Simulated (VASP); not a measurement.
# Ni (P6_3/mmc) in VASP: further runs

The runs below take Ni through single point, relaxation of cell and atoms, with PBE.

Program: VASP 6.6.1. These are calculated values, not measurements. Logs are shortened: lines on timing, memory, paths and dates and some standing lists are left out, and cuts for length are marked.

## (1) The structure

The structure is hexagonal, space group P6_3/mmc (No. 194). Conventional cell: a = 2.487 Å, b = 2.487 Å, c = 4.081 Å, α = 90.00°, β = 90.00°, γ = 120.00°. Around Ni (site symmetry -6m2) lie 12 Ni at 2.49 Å.

The cell was built by a generator and needn't be a form met in nature.

## (2) Single point, PBE, collinear spin, typed start

The input, INCAR:

```
SYSTEM = Ni
  ALGO = Fast
  EDIFF = 1E-6
  ENCUT = 520
  GGA = PE
  ISIF = 2
  ISMEAR = 0
  ISPIN = 2
  LASPH = .TRUE.
  LCHARG = .FALSE.
  LMAXMIX = 4
  LORBIT = 11
  LREAL = .FALSE.
  LWAVE = .FALSE.
  MAGMOM = 0.8 0.8
  NBANDS = 21
  NELM = 150
  PREC = Accurate
  SIGMA = 0.05
```

The input, KPOINTS:

```
k-points
0
G
  10 10 6
  0 0 0
```

The input, POSCAR:

```
Ni
1.0
    2.4865536879      0.0000000000      0.0000000000
   -1.2432768440      2.1534186616      0.0000000000
    0.0000000000      0.0000000000      4.0809125270
Ni
2
Direct
    0.3333333333      0.6666666667      0.7500000000
    0.6666666667      0.3333333333      0.2500000000
```

Potentials or basis: VASP PAW PBE potentials, release 64 (Ni).

Command:

```bash
> cat potpaw_PBE.64/Ni/POTCAR > POTCAR
> mpirun -np 1 vasp_std > vasp.out
```

OUTCAR:

```text
SYSTEM = Ni
   EDIFF = 1E-6
   ENCUT = 520
   GGA = PE
   ISIF = 2
   ISMEAR = 0
   ISPIN = 2
   LASPH = .TRUE.
   LORBIT = 11
   LREAL = .FALSE.
   NELM = 150
   PREC = Accurate

 ion  position               nearest neighbor table
   1  0.333  0.667  0.750-   2 2.49   2 2.49   2 2.49   2 2.49   2 2.49   2 2.49
   2  0.667  0.333  0.250-   1 2.49   1 2.49   1 2.49   1 2.49   1 2.49   1 2.49

  LATTYP: Found a hexagonal cell.
 ALAT       =     2.4865536879
 C/A-ratio  =     1.6411922038

  Lattice vectors:

 A1 = (   2.4865536879,   0.0000000000,   0.0000000000)
 A2 = (  -1.2432768440,   2.1534186616,   0.0000000000)
 A3 = (   0.0000000000,   0.0000000000,   4.0809125270)

Analysis of symmetry for initial positions (statically):
=====================================================================
 Subroutine PRICEL returns:
 Original cell was already a primitive cell.

 Routine SETGRP: Setting up the symmetry group for a
 hexagonal supercell.

 Subroutine GETGRP returns: Found 24 space group operations
 (whereof 12 operations were pure point group operations)
 out of a pool of 24 trial point group operations.

The static configuration has the point symmetry D_3d.
 The point group associated with its full space group is D_6h.

Analysis of symmetry for dynamics (positions and initial velocities):
=====================================================================
 Subroutine PRICEL returns:
 Original cell was already a primitive cell.

 Routine SETGRP: Setting up the symmetry group for a
 hexagonal supercell.

 Subroutine GETGRP returns: Found 24 space group operations
 (whereof 12 operations were pure point group operations)
 out of a pool of 24 trial point group operations.

The dynamic configuration has the point symmetry D_3d.
 The point group associated with its full space group is D_6h.

Analysis of structural, dynamic, and magnetic symmetry:
=====================================================================
 Subroutine PRICEL returns:
 Original cell was already a primitive cell.

 Routine SETGRP: Setting up the symmetry group for a
 hexagonal supercell.

 Subroutine GETGRP returns: Found 24 space group operations
 (whereof 12 operations were pure point group operations)
 out of a pool of 24 trial point group operations.

The overall configuration has the point symmetry D_3d.
 The point group associated with its full space group is D_6h.

 Subroutine INISYM returns: Found 24 space group operations
 (whereof 12 operations are pure point group operations),
 and found     1 'primitive' translations
[... 118 lines left out ...]
  Thomas-Fermi vector in A             =   2.688329
   LORBIT       =     11    0 simple, 1 ext, 2 COOP (PROOUT), +10 PAW based schemes
   GGA     = PE    functional components
   LHFCALC =     F    Hartree Fock is set to
   AEXX    =    0.0000 exact exchange contribution
   IVDW    =     0    specifies the selected vdW correction
   LEPSILON=     F    determine dielectric tensor
   LRPA    =     F    only Hartree local field effects (RPA)
 spin polarized calculation
 RMM-DIIS sequential band-by-band and
 Gauss-broadening in eV      SIGMA  =   0.05
  energy-cutoff  :      520.00
  volume of cell :       21.85
 maximum number of plane-waves:       606
   NGX =  9   NGY =  9   NGZ = 15

 number of electron      20.0000015 magnetization       1.3546149

 Free energy of the ion-electron system (eV)
  ---------------------------------------------------
  ext. energy  EPLUGINS =         0.00000000
  ---------------------------------------------------
  free energy    TOTEN  =       -10.89817567 eV

  energy without entropy =      -10.89280540  energy(sigma->0) =      -10.89549054

 E-fermi :   9.3529     XC(G=0): -13.2306

 val. band max:        9.3434031987   @ k =   0.4000   0.0000   0.1667
 cond. band min:       9.3568023086   @ k =   0.4000   0.2000   0.0000
 fundamental gap:      0.0133991099
 Fermi energy:         9.3529239004

 spin component 1

 k-point     1 :       0.0000    0.0000    0.0000
  band No.  band energies     occupation
      1       0.3318      1.00000
      2       4.4889      1.00000
      3       6.8611      1.00000
      4       6.9692      1.00000
      5       6.9692      1.00000
      6       7.2313      1.00000
[... 565 lines left out ...]
     20      33.6061      0.00000
     21      37.7466      0.00000

 [... further k-points ...]

 spin component 2

 k-point     1 :       0.0000    0.0000    0.0000
  band No.  band energies     occupation
      1       0.3049      1.00000
      2       4.9345      1.00000
      3       7.6347      1.00000
      4       7.7002      1.00000
      5       7.7002      1.00000
      6       7.9825      1.00000
[... 565 lines left out ...]
     20      33.7224      0.00000
     21      37.7635      0.00000

 [... further k-points ...]

------------------------ aborting loop because EDIFF is reached ----------------------------------------

  FORCE on cell =-STRESS in cart. coord.  units (eV):
  Direction    XX          YY          ZZ          XY          YZ          ZX
  --------------------------------------------------------------------------------------
  -------------------------------------------------------------------------------------
  Total        0.0054978      0.0054978     -0.0052220     -0.0000000     -0.0000000      0.0000000
  in kB        0.4030995      0.4030995     -0.3828785     -0.0000000     -0.0000000      0.0000000
  external PRESSURE =       0.1411068 kB  Pullay stress =       0.0000000 kB

 VOLUME and BASIS-vectors are now :
 -----------------------------------------------------------------------------
  energy-cutoff  :      520.00
  volume of cell :       21.85
      direct lattice vectors                 reciprocal lattice vectors
     2.486553688  0.000000000  0.000000000     0.402163044  0.232188942  0.000000000
    -1.243276844  2.153418662  0.000000000     0.000000000  0.464377883  0.000000000
     0.000000000  0.000000000  4.080912527     0.000000000  0.000000000  0.245043233

 POSITION                                       TOTAL-FORCE (eV/Angst)
 -----------------------------------------------------------------------------------
     -0.00000      1.43561      3.06068         0.000000     -0.000000      0.000000
      1.24328      0.71781      1.02023        -0.000000      0.000000      0.000000
 -----------------------------------------------------------------------------------
    total drift:                                0.000000      0.000000     -0.000000

  FREE ENERGIE OF THE ION-ELECTRON SYSTEM (eV)
  ---------------------------------------------------
  free  energy   TOTEN  =       -10.8981756729 eV

  energy  without entropy=      -10.8928053995  energy(sigma->0) =      -10.89549054

 total charge

# of ion       s       p       d       tot
------------------------------------------
    1        0.496   0.495   8.312   9.302
    2        0.496   0.495   8.312   9.302
--------------------------------------------------
tot          0.992   0.989  16.624  18.605

 magnetization (x)

# of ion       s       p       d       tot
------------------------------------------
    1       -0.004  -0.024   0.717   0.689
    2       -0.004  -0.024   0.717   0.689
--------------------------------------------------
tot         -0.008  -0.049   1.435   1.378
```

stdout:

```text
POSCAR found type information on POSCAR Ni
 POSCAR found :  1 types and       2 ions
 scaLAPACK will be used
 LDA part: xc-table for (Slater+PW92), standard interpolation
 POSCAR, INCAR and KPOINTS ok, starting setup
 FFT: planning ... GRIDC
 FFT: planning ... GRID_SOFT
 FFT: planning ... GRID
 WAVECAR not read
 entering main loop
WARNING in EDDRMM: call to ZHEGV failed, returncode =   8  4     19
WARNING in EDDRMM: call to ZHEGV failed, returncode =   6  3     20
```

It took 36 s on 1 thread of AMD EPYC 7R13 (Zen 3), shared host; peak memory 0.13 GiB.

What came out:

| Item | Value |
| --- | --- |
| Free energy | -10.8982 eV |
| Pressure | 0.0 GPa |
| Band gap on the k mesh | none (metal or under the smearing width) |
| Net moment | 1.35 μB per cell |
| Site moments | Ni +0.69 μB |
| Valence electrons inside the program's atomic spheres | Ni 9.30 |

Stress tensor (GPa, compression positive):
```
 0.04  0.00  0.00
 0.00  0.04  0.00
 0.00  0.00 -0.04
```

## (3) Relaxation of cell and atoms, PBE, collinear spin, typed start

This run uses another cell than the first one, of 10.90 Å³/atom, 0.998 times its volume.

The input, INCAR:

```
  ALGO = Normal
  EDIFF = 1E-7
  EDIFFG = -0.03
  ENCUT = 600
  GGA = PE
  IBRION = 2
  ISIF = 3
  ISMEAR = 0
  ISPIN = 2
  LASPH = True
  LCHARG = False
  LMAXMIX = 4
  LORBIT = 11
  LREAL = False
  LWAVE = False
  MAGMOM = 0.8 0.8
  NELM = 150
  NSW = 80
  PREC = Accurate
  SIGMA = 0.05
```

The input, KPOINTS:

```
k-points
0
Gamma
  10 10 6
```

The input, POSCAR:

```
Ni
1.0
    2.4888467156      0.0000000000      0.0000000000
   -1.2444233578      2.1554044818      0.0000000000
    0.0000000000      0.0000000000      4.0651163022
Ni
2
Direct
    0.3333333333      0.6666666667      0.7500000000
    0.6666666667      0.3333333333      0.2500000000
```

Potentials or basis: VASP PAW PBE potentials, release 64 (Ni).

Command:

```bash
> cat potpaw_PBE.64/Ni/POTCAR > POTCAR
> mpirun -np 1 vasp_std > vasp.out
```

Run time: 55 s. Hardware: 1 thread of AMD EPYC 7R13 (Zen 3), shared host; peak memory 0.14 GiB.

The run converged. Its results:

```yaml
Free_energy: -10.8975 eV
Relaxed_volume: 10.94 Å³/atom
Relaxed_cell: a = 2.489 Å, b = 2.489 Å, c = 4.078 Å, α = 90.00°, β = 90.00°, γ = 120.00°
Space_group_after_relaxing_to_0.05_Å: P6_3/mmc (No. 194)
Energy_gained_by_relaxing: 0.1 meV/atom
Ionic_steps: 2
Pressure_after_relaxing: -0.3 GPa
Band_gap_on_the_k_mesh: none (metal or under the smearing width)
Net_moment: 1.35 μB per cell
Site_moments: Ni +0.69 μB
Valence_electrons_inside_the_program's_atomic_spheres: Ni 9.30
```

Stress tensor (GPa, compression positive):
```
-0.38  0.00  0.00
 0.00 -0.38  0.00
 0.00  0.00 -0.09
```

Step by step:
| step | energy change (eV) | largest force (eV/Å) | pressure (GPa) | volume (Å³) |
| --- | --- | --- | --- | --- |
| 1 | 0.0000 | 0.0000 | 0.31 | 21.81 |
| 2 | -0.0002 | 0.0000 | -0.29 | 21.87 |

Final structure:
```cif
data_structure
_symmetry_space_group_name_H-M 'P 1'
_symmetry_Int_Tables_number 1
_cell_length_a 2.4889
_cell_length_b 2.4889
_cell_length_c 4.0776
_cell_angle_alpha 90.000
_cell_angle_beta 90.000
_cell_angle_gamma 120.000
_cell_volume 21.87
loop_
_atom_site_label
_atom_site_type_symbol
_atom_site_fract_x
_atom_site_fract_y
_atom_site_fract_z
_atom_site_occupancy
Ni1 Ni 0.33333 0.66667 0.75000 1
Ni2 Ni 0.66667 0.33333 0.25000 1
```

Levels at points of the mesh, in eV from the Fermi level:
Spin up:
```csv
k point,band 7,band 8,band 9,band 10,band 11,band 12,band 13,band 14,band 15
"(0.00, 0.00, 0.00)",-2.12,-1.70,-1.70,-0.77,-0.77,-0.35,5.53,22.54,24.32
"(0.50, 0.00, 0.00)",-2.09,-0.68,-0.59,-0.56,1.10,2.96,9.25,9.79,12.31
"(0.00, 0.00, 0.50)",-2.42,-2.42,-1.05,-1.05,-1.05,-1.05,14.24,14.24,23.25
"(0.50, 0.00, 0.50)",-1.06,-1.06,-0.61,-0.61,1.42,1.42,6.69,6.69,18.11
```
Spin down:
```
           k point  band 5  band 6  band 7  band 8  band 9  band 10  band 11  band 12  band 13  band 14
(0.00, 0.00, 0.00)   -1.65   -1.37   -1.37   -1.00   -1.00    -0.41    -0.02    -0.02     5.97    22.40
(0.50, 0.00, 0.00)   -1.77   -1.72   -1.35    0.15    0.17     0.27     1.61     3.37     9.37     9.91
(0.00, 0.00, 0.50)   -1.70   -1.70   -1.70   -1.70   -0.31    -0.31    -0.31    -0.31    14.39    14.39
(0.50, 0.00, 0.50)   -0.91   -0.91   -0.39   -0.39    0.22     0.22     1.58     1.58     7.04     7.04
```
